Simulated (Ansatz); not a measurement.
# LiF: single points about a listed cell

A set of self-consistent runs on LiF under moves of single atoms, further strains and shifts, swapped elements, other functionals, to map its energy surface near the listed cell.

Method: DFT PBE, scalar-relativistic, plane waves, PAW, in Ansatz 0.2.0.

1 further run of the same task is left out (set aside as unsound or not needed).

### 1 The starting structure

The structure is cubic, space group Fm-3m (No. 225). Conventional cell: a = 4.028 Å, b = 4.028 Å, c = 4.028 Å, α = 90.00°, β = 90.00°, γ = 90.00°. Around Li (site symmetry m-3m) lie 6 F at 2.01 Å. F (site symmetry m-3m) is surrounded by 6 Li at 2.01 Å.

Coordinates:

```xyz
2
Lattice="0.0000 2.0140 2.0140 2.0140 0.0000 2.0140 2.0140 2.0140 0.0000" Properties=species:S:1:pos:R:3 pbc="T T T"
Li    0.0000    0.0000    0.0000
F     2.0140    2.0140    2.0140
```

The structure comes from the Crystallography Open Database.

### 2 Another functional, on a distorted cell: r2SCAN

Against the listed cell: strain xx, yy, zz, yz, xz, xy = +0.4, +0.4, +0.4, +0.0, +0.0, +0.0 %.

Contents of input.yaml:

```yaml
crystal:
  lattice:
    - [0.0, 2.02197544, 2.02197544]
    - [2.02197544, 0.0, 2.02197544]
    - [2.02197544, 2.02197544, 0.0]
  atoms:
    - { symbol: Li, position: [0.0, 0.0, 0.0] }
    - { symbol: F, position: [0.5, 0.5, 0.5] }
basis:
  ecutwfc: 500
kpoints:
  mp_grid: { grid: [10, 10, 10] }
hamiltonian:
  xc: r2scan
scf:
  occupations: { method: gaussian, width: 0.02 }
output:
  forces: true
  stress: true
  eigenvalues: true
```

The run is started by

```sh
ansatz run input.yaml --threads 1 --pin off --max-ram 1331MiB --backend cpu --events-out ev --progress --plain --runs-dir out
```

### 3 One element swapped, cell strained: Li → K, first probe

Contents of input.yaml:

```yaml
crystal:
  lattice:
    - [0.0, 2.5963606195, 2.5963606195]
    - [2.5963606195, 0.0, 2.5963606195]
    - [2.5963606195, 2.5963606195, 0.0]
  atoms:
    - { symbol: K, position: [0.0, 0.0, 0.0] }
    - { symbol: F, position: [0.5, 0.5, 0.5] }
basis:
  ecutwfc: 420
kpoints:
  mp_grid: { grid: [6, 6, 6] }
hamiltonian:
  xc: pbe
scf:
  occupations: { method: gaussian, width: 0.1 }
output:
  forces: true
  stress: true
  eigenvalues: true
```

### 4 One element swapped, cell strained: Li → K

input.yaml: that of step 3 with these lines changed.

```diff
@@ -11,3 +11,3 @@
 kpoints:
-  mp_grid: { grid: [6, 6, 6] }
+  mp_grid: { grid: [8, 8, 8] }
 hamiltonian:
@@ -15,3 +15,3 @@
 scf:
-  occupations: { method: gaussian, width: 0.1 }
+  occupations: { method: gaussian, width: 0.02 }
 output:
@@ -20 +20,2 @@
   eigenvalues: true
+  populations: true
```

### 5 A single atom displaced

Contents of input.yaml:

```yaml
crystal:
  lattice:
    - [0.0, 2.014, 2.014]
    - [2.014, 0.0, 2.014]
    - [2.014, 2.014, 0.0]
  atoms:
    - { symbol: Li, position: [0.0, 0.0, 0.0] }
    - { symbol: F, position: [0.4369960278, 0.4581181728, 0.5775124131] }
basis:
  ecutwfc: 420
kpoints:
  mp_grid: { grid: [10, 10, 10] }
hamiltonian:
  xc: pbe
scf:
  occupations: { method: gaussian, width: 0.02 }
output:
  forces: true
  stress: true
  eigenvalues: true
```

### 6 One element swapped, cell strained: Li → Na, first probe

Contents of input.yaml:

```yaml
crystal:
  lattice:
    - [0.0, 2.3097635859, 2.3097635859]
    - [2.3097635859, 0.0, 2.3097635859]
    - [2.3097635859, 2.3097635859, 0.0]
  atoms:
    - { symbol: Na, position: [0.0, 0.0, 0.0] }
    - { symbol: F, position: [0.5, 0.5, 0.5] }
basis:
  ecutwfc: 420
kpoints:
  mp_grid: { grid: [6, 6, 6] }
hamiltonian:
  xc: pbe
scf:
  occupations: { method: gaussian, width: 0.1 }
output:
  forces: true
  stress: true
  eigenvalues: true
```

### 7 Substitution of an element, cell strained: Li → Na

input.yaml: that of step 6 with these lines changed.

```diff
@@ -11,3 +11,3 @@
 kpoints:
-  mp_grid: { grid: [6, 6, 6] }
+  mp_grid: { grid: [8, 8, 8] }
 hamiltonian:
@@ -15,3 +15,3 @@
 scf:
-  occupations: { method: gaussian, width: 0.1 }
+  occupations: { method: gaussian, width: 0.02 }
 output:
```

### 8 A change within a subgroup

Contents of input.yaml:

```yaml
crystal:
  lattice:
    - [0.0, 2.00419182, 2.00419182]
    - [2.04447182, -0.04028, 2.04447182]
    - [2.00419182, 2.00419182, 0.0]
  atoms:
    - { symbol: Li, position: [0.0215001342, -0.0645004025, 0.0215001342] }
    - { symbol: F, position: [0.4784998658, 0.5645004025, 0.4784998658] }
basis:
  ecutwfc: 420
kpoints:
  mp_grid: { grid: [10, 10, 10] }
hamiltonian:
  xc: pbe
scf:
  occupations: { method: gaussian, width: 0.02 }
output:
  forces: true
  stress: true
  eigenvalues: true
```

What does the calculation give? Wanted: for each run, case; energy; pressure; largest force.

As calculated:

```
step                                                case  energy (meV/atom)  pressure (GPa)  largest force (eV/Å)  gap on the mesh (eV)
   2     another functional, on a distorted cell: r2SCAN                n/a            -2.9                  0.00                  9.95
   4          one element swapped, cell strained: Li → K                n/a             5.1                  0.00                  6.66
   5                             a single atom displaced               +0.0             4.3                  0.49                  9.01
   7  substitution of an element, cell strained: Li → Na                n/a             2.7                  0.00                  6.37
   8                          a change within a subgroup              +11.3             4.7                  0.45                  8.87
```

Energies are counted from step 5, with the smearing taken to zero. Other atoms or functionals have another zero of energy (n/a). 

Among the distorted cells of the listed formula and level the largest force, 0.49 eV/Å, comes in step 5, shared by 2 atoms. Among the distorted cells of the listed formula and level the gap runs from 8.87 eV to 9.01 eV.

These are semilocal Kohn-Sham gaps, which aren't the measured quantity. Such gaps usually fall short of the measured ones.
